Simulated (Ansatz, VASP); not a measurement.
**Mg: VASP beside Ansatz**

The input POSCAR:

```
Mg
1.0
    3.1882005271      0.0000000000      0.0000000000
   -1.5941002635      2.7610626488      0.0000000000
    0.0000000000      0.0000000000      5.1084714546
Mg
2
Direct
    0.3333333333      0.6666666667      0.2500000000
    0.6666666667      0.3333333333      0.7500000000
```

File INCAR.step1:

```
ALGO = Normal
EDIFF = 1E-4
ENCUT = 520
GGA = PE
ISMEAR = 0
LASPH = T
LCHARG = F
LREAL = F
LWAVE = T
NBANDS = 9
NELM = 80
PREC = Accurate
SIGMA = 0.1
```

INCAR.step2

```
ALGO = Normal
EDIFF = 1E-7
ENCUT = 520
ISIF = 2
ISMEAR = 0
ISTART = 1
LASPH = T
LCHARG = F
LMIXTAU = T
LREAL = F
LWAVE = F
METAGGA = R2SCAN
NBANDS = 9
NELM = 80
PREC = Accurate
SIGMA = 0.1
```

The input KPOINTS:

```
k-points
0
Gamma
  15 15 8
```

Input for Ansatz:

```yaml
crystal:
  lattice:
    - [3.1882005271, 0.0, 0.0]
    - [-1.5941002635, 2.7610626488, 0.0]
    - [0.0, 0.0, 5.1084714546]
  atoms:
    - { symbol: Mg, position: [0.3333333333, 0.6666666667, 0.25] }
    - { symbol: Mg, position: [0.6666666667, 0.3333333333, 0.75] }
basis:
  ecutwfc: 500
kpoints:
  mp_grid: { grid: [15, 15, 8] }
  band_path:
    path:
      - [0.0, 0.0, 0.0]
      - [0.5, 0.0, 0.0]
      - [0.3333333333, 0.3333333333, 0.0]
      - [0.0, 0.0, 0.5]
      - [0.5, 0.0, 0.5]
      - [0.3333333333, 0.3333333333, 0.5]
      - [0.2, 0.26666667, 0.0]
    npoints: 1
hamiltonian:
  xc: r2scan
scf:
  occupations: { method: gaussian, width: 0.1 }
  n_extra_bands: 4
output:
  forces: true
  stress: true
  eigenvalues: true
```

Alike in both runs: task single point; functional r2SCAN; k mesh 15 × 15 × 8; occupations gaussian, width 0.1 eV; no spin polarisation.

|  | VASP | Ansatz |
| --- | --- | --- |
| version | VASP 6.6.1 | Ansatz 0.2.0 |
| potentials or method | VASP PAW PBE potentials, release 64 (Mg) | scalar-relativistic, plane waves, PAW |
| plane-wave cutoff (eV) | 520 | 500 |
| valence electrons in the cell | 4 | 20 |

VASP gave:

```
gap on the k mesh at the Fermi level (eV)       : none
pressure (GPa)                                  : -0.2
largest component of the traceless stress (GPa) : 0.10
```

Task: Which values does Ansatz return?

Result: gap on the k mesh at the Fermi level (eV): none; pressure (GPa): 0.1; largest component of the traceless stress (GPa): 0.09.

A gap of «none» marks a metal or a gap that the smearing closes. With one functional, cell and mesh, what is left measures potentials, basis and numerics. The two sets of potentials don't hold the same shells in valence.

Caveats: the PAW data sets were made with another functional, which shifts forces and pressure a little (VASP).
